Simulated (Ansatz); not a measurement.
# SnTe: input and output

The input, for Ansatz 0.2.0 (plane waves, PAW):

```yaml
crystal:
  lattice:
    - [-3.241513, 6.458501, 3.219459]
    - [3.176372, -3.209917, 6.335109]
    - [3.253659, 3.2457, -0.020752]
  atoms:
    - { symbol: Te, position: [0.26165, 0.372466, 0.887473] }
    - { symbol: Te, position: [0.247608, 0.870542, 0.362109] }
    - { symbol: Te, position: [0.745176, 0.12229, 0.620034] }
    - { symbol: Te, position: [0.749792, 0.613927, 0.128018] }
    - { symbol: Sn, position: [0.000786, 0.998398, 0.006613] }
    - { symbol: Sn, position: [0.007565, 0.500135, 0.49144] }
    - { symbol: Sn, position: [0.506274, 0.75283, 0.751019] }
    - { symbol: Sn, position: [0.501441, 0.242717, 0.248384] }
kpoints:
  mp_grid: { grid: [3, 3, 4], shift: [0.5, 0.0, 0.0] }
magnetization:
  spin_polarized: false
scf:
  occupations: { method: fermi_dirac, width: 0.0396 }
  lower_state_search: "off"
  max_iter: 200
hamiltonian:
  pseudopotentials: { kind: paw }
  xc: pbe
basis:
  ecutwfc: 420
  fft_grid_basis: typed
output:
  forces: true
  stress: true
  eigenvalues: true
  populations: true
  elf: true
  write_potential: true
  volumetric_format: npy
  dos:
    e_range: [-12, 8]
    de: 0.05
    projected: { site_lists: { Sn: [Sn], Te: [Te] } }
checkpoint:
  read: saved_state
```

The run starts from an earlier solution of this cell. 

Parts of the output:

```
SCF iter   1: F=—  Δρ=3.48e-4  dr2=4.25e-4
SCF iter   2: F=—  Δρ=2.23e-4  dr2=1.83e-4
SCF iter   3: F=—  Δρ=3.47e-5  dr2=4.94e-6
SCF iter   4: F=—  Δρ=1.43e-5  dr2=6.79e-7
SCF iter   5: F=-52018.8999 eV  Δρ=3.28e-6  dr2=5.25e-8
Free energy (F): -52018.8999 eV
Harris-Foulkes:  -52018.8999 eV  (|F-HF|=1.56e-8)
Internal energy: -52018.8977 eV  (E = F + TS)
E sigma→0 (E₀):  -52018.8988 eV
Entropy (-TS):   -0.0023 eV (-0.285 meV/atom)
Fermi energy:    8.6807 eV
--- Per-component energies (eV) ---
  E_band       = -1510.6457
  E_kinetic    = 1458.6725
  E_local      = -9017.2921  (includes V_loc(G=0)·N_el)
  E_nonlocal   = -1372.6295
  E_hartree    = 5570.2232
  E_xc         = -2028.3317
  E_vxc        = -800.1830  (∫ρ·V_xc dr)
  E_paw        = -35181.4235  (= ΣΔE_a)
  E_vpaw       = -2919.6605  (= ΣTr[D̂ρ^β])
  E_aug_tail   = -0.0007  (compensation charges beyond the density's cutoff)
  E_ewald      = -11448.1159
  E_smearing   = -0.0023  (= −TS)
--- Forces (eV/Å), atoms counted from 1 ---
  atom   1  Te    -0.0304    -0.2793    -0.1894
  atom   2  Te     0.0910     0.1055    -0.0374
  atom   3  Te    -0.0646     0.2047     0.0544
  atom   4  Te     0.0068    -0.0299     0.1505
  atom   5  Sn    -0.0142    -0.0584     0.0353
  atom   6  Sn     0.0185     0.0447    -0.0430
  atom   7  Sn    -0.0658     0.0230    -0.0728
  atom   8  Sn     0.0586    -0.0103     0.1024
--- Stress (GPa, compression-positive) ---
       -1.3138      -0.0919       0.2517
       -0.0919      -0.6587      -0.0317
        0.2517      -0.0317       0.9649
  P = ⅓ Tr σ = -0.3359 GPa (-3.359 kbar)
```

Origin: a strained cell with displaced atoms, so it need not be a known compound.
